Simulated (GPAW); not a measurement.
Crystal: KF (Carobbiite).

```
CELL_PARAMETERS angstrom
0.00000 2.67185 2.67185
2.67185 0.00000 2.67185
2.67185 2.67185 0.00000
ATOMIC_POSITIONS crystal
K 0.00000 0.00000 0.00000
F 0.50000 0.50000 0.50000
```

Base run:

```yaml
Program: GPAW 26.7.0
Functional: PBE
Potentials_or_basis: GPAW PAW data sets (gpaw-data 1.2.1)
Cutoff: 800 eV
Basis: pw
k_mesh: 9 × 9 × 9
Occupations: fermi-dirac, width 0.05 eV
Spin: no spin polarisation
```

Its results: band gap on the k mesh 6.18 eV, direct; pressure 0.6 GPa.

Question: The run is repeated on the same cell with these changes: functional from PBE to PBEsol; potentials or basis from GPAW PAW data sets (gpaw-data 1.2.1) to PAW data sets generated in the run's folder for this functional. What comes out?

Answer: Band gap on the k mesh 6.04 eV, direct; pressure -1.5 GPa.

Caveats: an odd mesh through Γ misses points on the zone boundary, where band edges often lie (some runs).

Not every run made on this cell is shown here.
